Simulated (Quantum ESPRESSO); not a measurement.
# CdS (Greenockite) (P6_3mc) in Quantum ESPRESSO: equation of state, part 2 of 2

Quantum ESPRESSO 7.5. The steps go on from the part before.

### 5 Single point, PBEsol, 25.12 Å³/atom

pw.in

```
&CONTROL
  calculation = 'scf'
  prefix = 'pwscf'
  outdir = './tmp'
  pseudo_dir = './pseudo'
  tstress = .true.
  disk_io = 'nowf'
/
&SYSTEM
  ibrav = 0
  nat = 4
  ntyp = 2
  ecutwfc = 45
  ecutrho = 360
  nbnd = 26
  occupations = 'smearing'
  smearing = 'fd'
  degauss = 0.00367493
/
&ELECTRONS
  conv_thr = 8d-10
  electron_maxstep = 120
  mixing_beta = 0.5
/
ATOMIC_SPECIES
Cd   112.4140 cd_pbesol_v1.uspp.F.UPF
S     32.0600 s_pbesol_v1.4.uspp.F.UPF
CELL_PARAMETERS angstrom
   4.1500000000    0.0000000000    0.0000000000
  -2.0750000000    3.5940054257    0.0000000000
   0.0000000000    0.0000000000    6.7370000000
ATOMIC_POSITIONS crystal
Cd     0.6666666667    0.3333333333    0.5000000000
Cd     0.3333333333    0.6666666667    0.0000000000
S      0.6666666667    0.3333333333    0.8750000000
S      0.3333333333    0.6666666667    0.3750000000
K_POINTS automatic
7 7 4 0 0 0
```

On the command line:

```sh
$ OMP_NUM_THREADS=1 mpirun -n 2 pw.x -nk 2 -in pw.in > pw.out
```

Run time: 29 s. Hardware: 2 MPI ranks of AMD EPYC 7R43 (Zen 3), shared host; peak memory 0.44 GiB.

The run converged. Its results:

| Item | Value |
| --- | --- |
| Free energy | -3771.1450 eV |
| Pressure | -0.7 GPa |
| Band gap on the k mesh | 1.03 eV, direct |

### 6 Single point, PBEsol, 25.62 Å³/atom

pw.in: that of step 5 with these lines changed.

```diff
@@ -28,5 +28,5 @@
 CELL_PARAMETERS angstrom
-   4.1500000000    0.0000000000    0.0000000000
-  -2.0750000000    3.5940054257    0.0000000000
-   0.0000000000    0.0000000000    6.7370000000
+   4.1774842447    0.0000000000    0.0000000000
+  -2.0887421223    3.6178074798    0.0000000000
+   0.0000000000    0.0000000000    6.7816171943
 ATOMIC_POSITIONS crystal
```

Potentials or basis: GBRV 1.5 PBEsol.

On the command line:

```sh
$ OMP_NUM_THREADS=1 mpirun -n 2 pw.x -nk 2 -in pw.in > pw.out
```

Wall time 30 s (2 MPI ranks of AMD EPYC 7R43 (Zen 3), shared host); peak memory 0.44 GiB.

It converged, with:

| Property | Result |
| --- | --- |
| Free energy | -3771.1297 eV |
| Pressure | -1.8 GPa |
| Band gap on the k mesh | 0.98 eV, direct |

### 7 Single point, PBEsol, 26.13 Å³/atom

pw.in: that of step 6 with these lines changed.

```diff
@@ -28,5 +28,5 @@
 CELL_PARAMETERS angstrom
-   4.1774842447    0.0000000000    0.0000000000
-  -2.0887421223    3.6178074798    0.0000000000
-   0.0000000000    0.0000000000    6.7816171943
+   4.2046115259    0.0000000000    0.0000000000
+  -2.1023057629    3.6413003944    0.0000000000
+   0.0000000000    0.0000000000    6.8256549035
 ATOMIC_POSITIONS crystal
```

On the command line:

```sh
$ OMP_NUM_THREADS=1 mpirun -n 2 pw.x -nk 2 -in pw.in > pw.out
```

It took 32 s on 2 MPI ranks of AMD EPYC 7R43 (Zen 3), shared host; peak memory 0.46 GiB.

The run converged. Its results:

| Quantity | Value |
| --- | --- |
| Free energy | -3771.1014 eV |
| Pressure | -2.8 GPa |
| Band gap on the k mesh | 0.94 eV, direct |

### 8 Single point, PBEsol, 26.63 Å³/atom

pw.in: that of step 7 with these lines changed.

```diff
@@ -28,5 +28,5 @@
 CELL_PARAMETERS angstrom
-   4.2046115259    0.0000000000    0.0000000000
-  -2.1023057629    3.6413003944    0.0000000000
-   0.0000000000    0.0000000000    6.8256549035
+   4.2313932131    0.0000000000    0.0000000000
+  -2.1156966065    3.6644940159    0.0000000000
+   0.0000000000    0.0000000000    6.8691315847
 ATOMIC_POSITIONS crystal
```

Potentials or basis: GBRV 1.5 PBEsol.

On the command line:

```sh
$ OMP_NUM_THREADS=1 mpirun -n 2 pw.x -nk 2 -in pw.in > pw.out
```

pw.out:

```text
This program is part of the open-source Quantum ESPRESSO suite
     for quantum simulation of materials; please cite
         "P. Giannozzi et al., J. Phys.:Condens. Matter 21 395502 (2009);
         "P. Giannozzi et al., J. Phys.:Condens. Matter 29 465901 (2017);
         "P. Giannozzi et al., J. Chem. Phys. 152 154105 (2020);
     in publications or presentations arising from this work. More details at

     Message from routine setup:
     using ibrav=0 with symmetry is DISCOURAGED, use correct ibrav instead

     K-points division:     npool     =       2
     Subspace diagonalization in iterative solution of the eigenvalue problem:
     a serial algorithm will be used

     G-vector sticks info
     --------------------
     sticks:   dense  smooth     PW     G-vecs:    dense   smooth      PW
     Sum        1585     793    235                82879    29263    4619

     Using Slab Decomposition

     bravais-lattice index     =            0
     lattice parameter (alat)  =       7.9962  a.u.
     unit-cell volume          =     718.7798 (a.u.)^3
     number of atoms/cell      =            4
     number of atomic types    =            2
     number of electrons       =        36.00
     number of Kohn-Sham states=           26
     kinetic-energy cutoff     =      45.0000  Ry
     charge density cutoff     =     360.0000  Ry
     scf convergence threshold =      8.0E-10
     mixing beta               =       0.5000
     number of iterations used =            8  plain     mixing
     Exchange-correlation= SLA  PW   PSX  PSC
                           (   1   4  10   8   0   0   0)

[... 84 lines left out ...]
     Smooth grid:    29263 G-vectors     FFT dimensions: (  36,  36,  60)

     Initial potential from superposition of free atoms

     starting charge      34.9999, renormalised to      36.0000

     negative rho (up, down):  4.387E-02 0.000E+00
     Starting wfcs are   26 randomized atomic wfcs

     Self-consistent Calculation

     iteration #  1     ecut=    45.00 Ry     beta= 0.50
     Davidson diagonalization with overlap
     ethr =  1.00E-02,  avg # of iterations =  4.5

     Threshold (ethr) on eigenvalues was too large:
     Diagonalizing with lowered threshold

     Davidson diagonalization with overlap
     ethr =  5.93E-04,  avg # of iterations =  2.0

     negative rho (up, down):  4.271E-02 0.000E+00
[... 76 lines left out ...]
     iteration # 10     ecut=    45.00 Ry     beta= 0.50
     Davidson diagonalization with overlap
     ethr =  5.57E-12,  avg # of iterations =  2.0

     negative rho (up, down):  4.378E-02 0.000E+00

     End of self-consistent calculation

          k = 0.0000 0.0000 0.0000 (  3693 PWs)   bands (ev):

    -7.3470  -6.9568  -2.8266  -2.8070  -2.8070  -2.7334  -2.7334  -2.4647
    -2.4647  -2.3877  -2.3877  -2.0960   0.5564   3.9491   3.9491   4.6099
     4.6492   4.6492   5.5468   7.2132  10.9809  10.9809  11.2997  11.9699
    12.0425  12.0425
[... 157 lines left out ...]
    -6.8819  -6.8819  -2.6687  -2.6687  -2.6403  -2.6403  -2.4789  -2.4789
    -2.4278  -2.4278  -2.0026  -2.0026   0.9052   0.9052   2.5755   2.5755
     3.6089   3.6089   8.7237   8.7237  10.4580  10.4580  10.9960  10.9960
    13.1066  13.1066

     the Fermi energy is     5.1304 ev

!    total energy              =    -277.16790307 Ry
     estimated scf accuracy    <          8.4E-11 Ry
     smearing contrib. (-TS)   =      -0.00000019 Ry
     internal energy E=F+TS    =    -277.16790288 Ry

     The total energy is F=E-TS. E is the sum of the following terms:
     one-electron contribution =     -83.42038543 Ry
     hartree contribution      =      67.46961492 Ry
     xc contribution           =     -94.71924036 Ry
     ewald contribution        =    -166.49789202 Ry

     convergence has been achieved in  10 iterations

     Computing stress (Cartesian axis) and pressure

     negative rho (up, down):  4.378E-02 0.000E+00
          total   stress  (Ry/bohr**3)                   (kbar)     P=      -36.34
  -0.00025652   0.00000000   0.00000000          -37.73        0.00        0.00
   0.00000000  -0.00025652   0.00000000            0.00      -37.73        0.00
   0.00000000   0.00000000  -0.00022807            0.00        0.00      -33.55

=------------------------------------------------------------------------------=
   JOB DONE.
=------------------------------------------------------------------------------=
```

It took 31 s on 2 MPI ranks of AMD EPYC 7R43 (Zen 3), shared host; peak memory 0.46 GiB.

Results:

```yaml
Free_energy: -3771.0614 eV
Pressure: -3.6 GPa
Band_gap_on_the_k_mesh: 0.90 eV, direct
```

### 9 Equation of state, PBEsol

Potentials or basis: GBRV 1.5 PBEsol.

This step only gathers the single runs of the series.

What came out:

```yaml
Equilibrium_volume: 24.84 Å³/atom
Bulk_modulus_at_fixed_shape_and_positions: 61 GPa
Pressure_derivative_of_the_bulk_modulus: 4.6
```

Energy against volume, from the lowest point:
```
volume (Å³/atom)  energy (meV/atom)
          23.614              12.32
          24.116               3.88
          24.618               0.00
          25.121               0.20
          25.623               4.03
          26.126              11.12
          26.628              21.10
```

Caveat: the cell was scaled at fixed shape and fractional positions, which overstates the stiffness of a crystal with free parameters, most of all of layers and chains.
